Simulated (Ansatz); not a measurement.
Born–Oppenheimer molecular dynamics of a periodic cell of 16 atoms, TaN (start crystal TaN, start structure P-6m2, volume 1.05 times the crystal's). It goes on from the last frame of an earlier run, with new velocities.

Level of theory: Ansatz 0.2.0, DFT PBE, scalar-relativistic, plane waves, PAW. Settings: accuracy low, PAW set soft_1, cutoff 150 eV, k mesh 2x2x2, fermi-dirac smearing 0.36 eV, no spin polarisation.

```
ensemble        : NPT, Langevin
time step       : 1.12 fs
steps asked     : 200
set temperature : 2940 K
friction        : 0.02 /fs
pressure        : 0 GPa
seed            : 410625
```

First frame:

```xyz
16
Lattice="-2.9881 -5.1756 0.0000 4.4822 -2.5878 0.0000 0.0000 0.0000 5.8751" Properties=species:S:1:pos:R:3
Ta 0.351 -5.493 1.954
N 1.570 -4.022 0.109
Ta 0.082 -5.362 4.667
N 1.937 -4.628 3.320
Ta -1.368 -2.580 1.732
N 0.081 -2.035 0.248
Ta -1.318 -2.691 4.962
N -0.053 -2.028 3.192
Ta 1.575 -2.675 1.596
N 3.218 -1.724 0.219
Ta 1.437 -2.668 4.534
N 3.034 -1.840 3.037
Ta -0.070 -0.335 1.577
N -1.288 -4.539 0.242
Ta 0.244 -0.059 4.428
N -1.243 -4.471 3.128
```

(1) What does the run give?

(2) What happens to the structure?

(3) How do temperature and energy run in time?

Results:

(1) All steps were run.

- steps done: 200
- time covered: 224 fs
- mean temperature over the second half: 2896 K
- spread of the potential energy over the second half: 39.4 meV per atom
- mean potential energy of the second half above the start: -279.2 meV per atom
- mean pressure over the second half: -3.7 GPa

The conserved energy stayed within 2 meV per atom of its start (net change -1.2 meV per atom), so the integration is sound. A run of 0.22 ps of so small a system gives no equilibrium averages. The plane-wave cutoff is below what these datasets need, so energies and pressures aren't converged. Limits of this set-up: coarse k mesh, low accuracy level. The cell's volume went from 182 to 188 Å³.

(2) Mean squared displacements from the first frame to the last, about the centre of mass, the cell's change included: Ta 0.10 Å², N 0.22 Å². Another seed would give other details.

(3) 
```
time (fs)  T (K)  potential energy less start (eV)  conserved less start (meV/atom)  P (GPa)  volume (Å³)
      0.0   2756                             0.000                             0.00     25.9        181.7
      6.7   2464                            -0.631                            -0.23     23.3        182.4
     13.4   2596                            -1.665                            -0.39     16.7        184.8
     20.2   3476                            -3.850                            -1.19      7.8        187.5
     26.9   3440                            -4.405                            -0.91      1.7        189.0
     33.6   3235                            -4.054                            -1.09      0.2        190.8
     40.3   3078                            -3.174                            -1.05     -3.0        192.7
     47.0   4209                            -3.484                            -1.54     -7.5        194.0
     53.8   3593                            -4.873                            -1.76     -8.2        194.4
     60.5   3369                            -4.004                            -1.56     -4.2        193.6
     67.2   2948                            -3.789                            -1.17     -1.5        192.1
     73.9   3935                            -5.494                            -1.92      2.6        190.0
     80.6   3044                            -5.621                            -1.29      3.4        188.6
     87.4   2416                            -5.268                            -1.16      5.8        187.6
     94.1   2659                            -5.107                            -0.96      6.0        187.6
    100.8   2714                            -5.750                            -1.08      2.4        187.8
    107.5   3302                            -6.536                            -0.94      2.3        187.2
    114.2   2770                            -5.395                            -0.74      4.6        186.9
    121.0   1923                            -4.260                            -0.54      7.2        186.8
    127.7   2556                            -4.644                            -0.96      8.8        187.3
    134.4   2578                            -4.372                            -0.71      5.8        188.8
    141.1   1976                            -4.291                            -0.64      1.5        190.4
    147.8   2833                            -5.398                            -1.14     -4.2        192.0
    154.6   2865                            -5.309                            -1.41    -12.8        194.1
    161.3   2518                            -3.947                            -1.02    -16.8        196.0
    168.0   2327                            -3.957                            -1.08    -17.5        197.0
    174.7   2457                            -4.635                            -1.50    -16.7        197.5
    181.4   2478                            -3.884                            -1.29    -11.2        197.2
    188.2   2789                            -3.160                            -1.29     -5.6        196.0
    194.9   4012                            -4.050                            -1.82     -2.8        194.3
    201.6   3142                            -4.080                            -1.53     -3.7        193.0
    208.3   3243                            -4.155                            -1.21     -2.5        192.0
    215.0   4551                            -5.516                            -1.86      0.8        190.3
    221.8   4594                            -5.037                            -1.28      3.7        188.2
```

Time of the run: 6.8 min on 1 thread of Arm Neoverse V2 (shared host), peak memory 0.36 GiB.
